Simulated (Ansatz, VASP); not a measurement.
# Two plane-wave programs on Pb

```
CELL_PARAMETERS angstrom
-1.97966 1.97966 1.97966
1.97966 -1.97966 1.97966
1.97966 1.97966 -1.97966
ATOMIC_POSITIONS crystal
Pb 0.00000 0.00000 0.00000
```

This isn't the form of Pb at room conditions, which is fcc.

Alike in both runs: task single point; functional PBE; k mesh 9 × 9 × 9; occupations gaussian, width 0.015 eV; no spin polarisation.

|  | VASP | Ansatz |
| --- | --- | --- |
| version | VASP 6.6.1 | Ansatz 0.2.0 |
| potentials or method | VASP PAW PBE potentials, release 64 (Pb_d) | Ansatz PAW |
| plane-wave cutoff (eV) | 520 | 420 |
| valence electrons in the cell | 14 | 14 |

|  | VASP | Ansatz | Ansatz less VASP |
| --- | --- | --- | --- |
| gap on the k mesh at the Fermi level (eV) | none | none | - |
| pressure (GPa) | 0.6 | 0.7 | +0.05 |

A gap of «none» marks a metal or a gap that the smearing closes. The functional is the same, so the differences come from potentials, cutoffs and numerics.

The runs have no spin-orbit coupling, so splittings on Pb are missing.
